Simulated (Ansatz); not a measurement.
Method: DFT PBE, scalar-relativistic, plane waves, PAW in Ansatz. All cells share a 420 eV cutoff and Γ-centred k meshes spaced at most about 0.3 Å⁻¹ (about 0.25 or finer for metals, 2π included). No spin polarisation in the final relaxations.

Temperature and zero-point effects are left out. All come from trial cells, and lower structures may exist.

Task: These unrelaxed guesses for Br are each relaxed within their symmetry. Order them by the energy at which they end, lowest first.
A.

Space group P4/mmm (No. 123). a = 3.026 Å, b = 3.026 Å, c = 3.609 Å, α = 90.00°, β = 90.00°, γ = 90.00°
```json
{"atom": "Br", "site": "1c", "symmetry": "4/mmm", "x": "0.5000", "y": "0.5000", "z": "0.0000"}
```

B.

Space group P6/mmm (No. 191). a = 3.221 Å, b = 3.221 Å, c = 4.333 Å, α = 90.00°, β = 90.00°, γ = 120.00°
```
atom  site  symmetry       x       y       z
  Br    2c      -6m2  0.3333  0.6667  0.0000
```

Result: A (ends in P4/mmm, 0 meV/atom), B (ends in P6/mmm, 169 meV/atom).

Weakly bound directions are ill-defined at this level, which has no dispersion term (P4/mmm, P6/mmm), and this can change margins and order among such cells. A magnetic state wasn't ruled out in cells without spin, among them P4/mmm, P6/mmm. Cells relaxed within their symmetry can be saddle points. The part of the Crystallography Open Database at hand lists Br in space group No. 64, which no cell shown has. Some candidate types were left out of the draw beforehand, so a known form may be missing.
